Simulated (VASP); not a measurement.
A run of VASP 6.6.1 is set up as follows.

Contents of POSCAR:

```
Hf
1.0
    3.1559915280      0.0000000000      0.0000000000
   -1.5779957640      2.7331688374      0.0000000000
   -0.0000000000     -0.0000000000      4.9901023118
  Hf
     2
Direct
     0.3333333332999970    0.6666666667000030    0.2500000000000000
     0.6666666667000030    0.3333333332999970    0.7500000000000000
```

File INCAR.step1:

```
ALGO = Normal ; EDIFF = 1E-8
EDIFFG = -0.002 ; ENCUT = 600
GGA = PS ; IBRION = 2
ISIF = 3 ; ISMEAR = 1
KPAR = 2 ; LASPH = True
LCHARG = False ; LREAL = False
LWAVE = False ; NELM = 80
NSW = 40 ; PREC = Accurate
SIGMA = 0.2
```

INCAR.step2

```
ALGO = Normal ; EDIFF = 1E-8
ENCUT = 600 ; GGA = PS
IBRION = 6 ; ISIF = 3
ISMEAR = 1 ; KPAR = 2
LASPH = True ; LCHARG = False
LREAL = False ; LWAVE = False
NELM = 80 ; NFREE = 2
NSW = 1 ; POTIM = 0.015
PREC = Accurate ; SIGMA = 0.2
```

KPOINTS

```
k-points
0
Gamma
  24 24 14
```

Potentials or basis: VASP PAW PBE potentials, release 64 (Hf_pv).

Launch:

```console
$ cat potpaw_PBE.64/Hf_pv/POTCAR > POTCAR
$ cp INCAR.step1 INCAR
$ mpirun -np 2 vasp_std > vasp.out
$ cp CONTCAR POSCAR
$ cp INCAR.step2 INCAR
$ mpirun -np 2 vasp_std > vasp.out
```

Question: Predict the Voigt bulk modulus.

Answer: 115 GPa.

Question: Estimate the highest phonon frequency at Γ.

Answer: 104 cm⁻¹.

Question: Estimate the relaxed cell.

Answer: a = 3.157 Å, b = 3.157 Å, c = 4.990 Å, α = 90.00°, β = 90.00°, γ = 120.00°.

Question: Predict the space group after relaxing (to 0.05 Å).

Answer: P6_3/mmc (No. 194).

Phonon frequencies in cm⁻¹ (negative: imaginary):
| q point | frequencies |
| --- | --- |
| (0.000, 0.000, 0.000) | 0 0 0 80 80 104 |

Caveat: the PAW data sets were made with another functional, which shifts forces and pressure a little. Spin-orbit coupling is left out, which matters for the levels of Hf.
